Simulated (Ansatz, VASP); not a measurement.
## BN: VASP beside Ansatz

Contents of INCAR:

```
SYSTEM = BN
PREC = Accurate
ENCUT = 520
EDIFF = 1E-7
ISMEAR = 0
SIGMA = 0.05
LREAL = .FALSE.
LASPH = .TRUE.
NELM = 80
ALGO = Normal
ISIF = 2
LWAVE = .FALSE.
LCHARG = .FALSE.
GGA = PS
NBANDS = 16
```

The input KPOINTS:

```
regular mesh
0
G
  12 12 4
  0 0 0
```

File POSCAR:

```
BN
1.0
    2.5624415834      0.0000000000      0.0000000000
   -1.2812207917      2.2191395070      0.0000000000
    0.0000000000      0.0000000000      7.1989113466
B N
2 2
Direct
    0.3333333333      0.6666666667      0.2500000000
    0.6666666667      0.3333333333      0.7500000000
    0.3333333333      0.6666666667      0.7500000000
    0.6666666667      0.3333333333      0.2500000000
```

Input for Ansatz:

```yaml
crystal:
  lattice:
    - [2.5624415834, 0.0, 0.0]
    - [-1.2812207917, 2.219139507, 0.0]
    - [0.0, 0.0, 7.1989113466]
  atoms:
    - { symbol: B, position: [0.3333333333, 0.6666666667, 0.25] }
    - { symbol: B, position: [0.6666666667, 0.3333333333, 0.75] }
    - { symbol: "N", position: [0.3333333333, 0.6666666667, 0.75] }
    - { symbol: "N", position: [0.6666666667, 0.3333333333, 0.25] }
basis:
  ecutwfc: 520.0
kpoints:
  mp_grid: { grid: [12, 12, 4] }
hamiltonian:
  xc: pbesol
  pseudopotentials: { kind: paw, azcp: { folder: soft_1 } }
scf:
  occupations: { method: gaussian, width: 0.05 }
output:
  forces: true
  stress: true
  eigenvalues: true
```

Alike in both runs: task single point; functional PBEsol; k mesh 12 × 12 × 4; occupations gaussian, width 0.05 eV; no spin polarisation.

|  | VASP | Ansatz |
| --- | --- | --- |
| version | VASP 6.6.1 | Ansatz 0.2.0 |
| potentials or method | VASP PAW PBE potentials, release 64 (B, N) | scalar-relativistic, plane waves, PAW |
| plane-wave cutoff (eV) | 520 | 520 |
| valence electrons in the cell | 16 | 16 |

```csv
,VASP,Ansatz,Ansatz less VASP
gap on the k mesh at the Fermi level (eV),4.18,4.19,+0.006
least direct gap on the mesh (eV),4.43,4.43,+0.003
pressure (GPa),-13.7,-14.0,-0.36
largest component of the traceless stress (GPa),13.33,13.83,+0.491
```

Ansatz warned: «pseudo_functional_mismatch».

Caveats: the PAW data sets were made with another functional, which shifts forces and pressure a little (VASP); this functional lacks dispersion, which binds the layers, so the pressure and a relaxed spacing across them are unreliable. A k mesh can miss the band edges.
